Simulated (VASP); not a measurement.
The system is TaN.

```
CELL_PARAMETERS angstrom
5.19100 0.00000 0.00000
-2.59550 4.49554 0.00000
0.00000 0.00000 2.90800
ATOMIC_POSITIONS crystal
Ta 0.66667 0.33333 0.50000
Ta 0.33333 0.66667 0.50000
Ta 0.00000 0.00000 0.00000
N 0.00000 0.50000 0.00000
N 0.50000 0.50000 0.00000
N 0.50000 0.00000 0.00000
```

| Quantity | Value |
| --- | --- |
| Program | VASP 6.6.1 |
| Task | single point |
| Functional | PBE |
| Potentials or basis | VASP PAW PBE potentials, release 64 (Ta_pv, N) |
| Cutoff | 520 eV |
| k mesh | 6 × 6 × 9 |
| Occupations | fermi-dirac, width 0.05 eV |
| Spin | no spin polarisation |

On this cell: pressure 10.5 GPa; largest force under 0.003 eV/Å; band gap on the k mesh none (metal or under the smearing width).

The same run follows on a disturbed copy (atoms moved at random, drawn with an rms of 0.05 Å):

```
Ta N
1.0
     5.19100    0.00000    0.00000
    -2.59550    4.49554    0.00000
     0.00000    0.00000    2.90800
Ta N
3 3
Direct
  0.66406 0.33365 0.50720
  0.32828 0.66369 0.50070
  0.00293 0.99694 0.99074
  0.99717 0.49928 0.01932
  0.50777 0.51204 0.00589
  0.49870 0.99620 0.00418
```

Question: What changes?

Answer: The energy (extrapolated to zero smearing) moves by +6.7 meV/atom; pressure 10.7 GPa; largest force 0.973 eV/Å; band gap on the k mesh none (metal or under the smearing width).

Forces in eV/Å, atoms in the order of the input:
```
Ta  -0.034 -0.315  0.196
Ta   0.194  0.225  0.614
Ta  -0.223 -0.310  0.400
N   -0.017 -0.098 -0.968
N    0.492 -0.069 -0.168
N   -0.412  0.567 -0.075
```

Stress tensor (GPa, compression positive):
```
10.39  0.19 -0.04
 0.19  9.32  0.12
-0.04  0.12 12.52
```
